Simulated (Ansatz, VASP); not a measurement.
Ge in VASP and in Ansatz

File INCAR:

```
SYSTEM = Ge
  ALGO = Normal
  EDIFF = 1E-6
  ENCUT = 520
  GGA = PE
  ISIF = 2
  ISMEAR = 0
  IVDW = 12
  LASPH = .True.
  LCHARG = .True.
  LELF = .True.
  LREAL = .False.
  LVHAR = .True.
  LWAVE = .False.
  NBANDS = 13
  NELM = 100
  PREC = Accurate
  SIGMA = 0.15
```

Contents of KPOINTS:

```
k-points
0
Gamma
  20 20 20
  0 0 0
```

POSCAR

```
Ge
1.0
    0.0000000000      2.1613113407      2.0983605250
    2.1613113407      0.0000000000      2.0983605250
    2.1613113407      2.1613113407      0.0000000000
Ge
1
Direct
    0.0000000000      0.0000000000      0.0000000000
```

Input for Ansatz:

```yaml
crystal:
  lattice:
    - [0.0, 2.1613113407, 2.098360525]
    - [2.1613113407, 0.0, 2.098360525]
    - [2.1613113407, 2.1613113407, 0.0]
  atoms:
    - { symbol: Ge, position: [0.0, 0.0, 0.0] }
basis:
  ecutwfc: 420
kpoints:
  mp_grid: { grid: [20, 20, 20] }
hamiltonian:
  xc: pbe
  dispersion: d3bj
scf:
  occupations: { method: gaussian, width: 0.15 }
output:
  forces: true
  stress: true
  eigenvalues: true
  write_density: true
  write_potential: true
  elf: true
  volumetric_format: npy
```

Change from the starting cell: strain +0.030 along x and y, +0.000 along z, atoms carried along.

Alike in both runs: task single point; functional PBE; dispersion D3(BJ); k mesh 20 × 20 × 20; occupations gaussian, width 0.15 eV; no spin polarisation.

```csv
,VASP,Ansatz
version,VASP 6.6.1,Ansatz 0.2.0
potentials or method,"VASP PAW PBE potentials, release 64 (Ge_d)","scalar-relativistic, plane waves, PAW"
plane-wave cutoff (eV),520,420
valence electrons in the cell,14,14
```

```tsv
	VASP	Ansatz	Ansatz less VASP
gap on the k mesh at the Fermi level (eV)	none	none	-
pressure (GPa)	-2.8	-2.7	+0.09
largest component of the traceless stress (GPa)	0.44	0.44	+0.003
```

A gap of «none» marks a metal or a gap that the smearing closes.

Caveats: pairwise dispersion overbinds metals, which lowers pressure and volume.
